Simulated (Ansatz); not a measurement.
System: wurtzite InN. Method: PBE+SOC (Ansatz, an electronic-structure program, PAW).

Run with plane-wave cutoff 520 eV, 12×12×6 k mesh (along the axes of the cell as run), Fermi–Dirac smearing 0.01 eV, PAW data made under PBE.

Shape and atoms are relaxed at each volume.

Pressure at four volumes; x = ln(V/16.051 Å³). One pressure is withheld.

```tsv
V (Å³/atom)	x	P (GPa)
15.409	-0.0408	5.48
16.051	0.0000	0.00
16.372	0.0198	-2.30
16.693	0.0392	?
```

### Question
Pass a parabola P(x) through the three rows shown, estimate the bulk modulus and its pressure derivative near zero pressure, and predict the withheld pressure.

### Answer
Slopes between the rows: (0.00 − (5.48))/(0.0000 − (-0.0408)) = -134.31 and (-2.30 − (0.00))/(0.0198 − (0.0000)) = -116.16 GPa. Their difference over the span 0.0606 is c = 18.15/0.0606 = 299.5 GPa, so P(x) = 5.48 + (-134.31)(x − (-0.0408)) + 299.5 (x − (-0.0408))(x − (0.0000)). At the middle row B = −dP/dx = −[-134.31 + 299.5 × 0.0408] = 122.1 GPa, and B′ = dB/dP = 2c/B = 4.9. At x = 0.0392 the parabola gives -4.33 GPa; the run gives -4.36 GPa. The Birch–Murnaghan fit to the energies at all volumes has B0 = 122 GPa and B′ = 4.7.

Measured, for comparison: bulk modulus 126 GPa (room temperature, not corrected to a static lattice; as tabulated in Phys. Rev. B 49, 14 (GaN and InN under pressure), abstract). Computed less measured: bulk modulus -3.2 %.

Note: this level leaves the solid without a gap, although one is measured.
